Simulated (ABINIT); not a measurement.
Crystal: Sb.

```
Sb
1.0
     3.06645    0.00000    0.00000
     0.00000    3.06645    0.00000
     0.00000    0.00000    3.06645
Sb
1
Direct
  0.00000 0.00000 0.00000
```

This isn't the form of Sb at room conditions, which is rhombohedral.

The cell isn't the ideal one: cell relaxed at zero pressure by an earlier run.

Base run:

| Quantity | Value |
| --- | --- |
| Program | ABINIT 10.8.3 (patched build) |
| Functional | PBEsol |
| Potentials or basis | PseudoDojo NC SR PBEsol v0.4.1 standard |
| Cutoff | 1088 eV |
| k mesh | 8 × 8 × 8, shifted |
| Occupations | fermi-dirac, width 0.05 eV |
| Spin | no spin polarisation |

Its results: pressure -0.7 GPa.

**Question.** The run is repeated on the same cell with these changes: k mesh from 8 × 8 × 8, shifted to 6 × 6 × 6. What comes out?

**Answer.** Pressure -0.1 GPa.
